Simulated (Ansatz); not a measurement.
# What internal relaxation does to the elastic constants of SiO$_{2}$

Computed with DFT PBE, scalar-relativistic, plane waves, PAW in Ansatz 0.2.0. Settings: 420 eV plane-wave cutoff, Γ-centred 6×6×6 mesh, fixed occupations. No spin polarisation.

The cell, relaxed at this level:
```
Si O
1.0
    -2.51488    2.51488    3.68803
     2.51488   -2.51488    3.68803
     2.51488    2.51488   -3.68803
Si O
2 4
Direct
  0.00000 0.00000 0.00000
  0.75000 0.25000 0.50000
  0.96665 0.62500 0.84165
  0.37500 0.21665 0.34165
  0.78335 0.12500 0.15835
  0.87500 0.03335 0.65835
```

Clamped-ion constants (GPa, Voigt order; atoms follow the strain homogeneously):
```
276.8  48.2 133.7   0.0   0.0   0.0
 48.2 276.8 133.7   0.0   0.0   0.0
133.8 133.8 186.1   0.0   0.0   0.0
  0.0   0.0   0.0 158.9   0.0   0.0
  0.0   0.0   0.0   0.0 158.9   0.0
  0.0   0.0   0.0   0.0   0.0  76.7
```

Task: What are the constants once the atoms relax in each strained cell?

Result:
C11 = 87.9, C12 = -38.0, C13 = 16.4, C22 = 87.9, C23 = 16.4, C33 = 86.0, C44 = 25.6, C55 = 25.6, C66 = 29.9 GPa; the others vanish.
The Voigt shear modulus goes from 107.2 to 34.0 GPa and the Voigt bulk modulus from 152.3 to 27.9 GPa. Relaxation subtracts ΛᵀK⁻¹Λ/V, with Λ the forces that a strain puts on the atoms and K the zone-centre force constants. At a stable cell this can only lower the diagonal constants, and it acts only for strains that share their symmetry with an optical mode; elsewhere, and where the coupling is weak, the constants hardly move.

This form isn't the usual stable structure of the compound.

Cost: 2 runs of about 9.7 core-minutes in all, on Arm Neoverse V2, AMD EPYC 7B13 (Zen 3) (shared hosts).